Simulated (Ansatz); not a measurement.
# SnO2: enthalpy against pressure

SnO2, Pbcn, a = 4.789 Å, b = 5.824 Å, c = 5.306 Å. This isn't the usual stable structure of the compound. Ansatz: PBE, PAW, 420 eV, Γ-centred 6×6×6 mesh on 12 atoms, Gaussian smearing 0.02 eV; no spin polarisation. Cell and atoms are relaxed at each pressure, and no other structure is tried, so the rows at high pressure may lie past a change of phase. y is the enthalpy over the state at zero pressure; there V0 = 12.333 Å³/atom. The pressures are the targets, met within 0.06 GPa.

```
P (GPa) y (eV/atom)
   -2.0            ?
    0.0       0.0000
    2.0       0.1531
    5.0       0.3795
   10.0       0.7490
   20.0       1.4626
```

Task: Fit y = c1 P + c2 P² + c3 P³ to the other rows, say what c1 and c2 mean, and predict the missing value.

Result: Least squares on the rows shown. y = 0.076984 P − 0.00022417 P² + 1.5734×10⁻⁶ P³. Since dH/dP = V, c1 is V0: 0.076984 eV/GPa × 160.2 = 12.333 Å³ against 12.333; c2 = −V0/(2B0) gives B0 = 172 GPa, where a Birch–Murnaghan fit to the volumes of the same runs (not shown) gives 168 GPa. At P = -2.0 the fit asked for gives -0.1549 eV/atom. The run gave -0.1549 eV/atom, the same to the digits shown.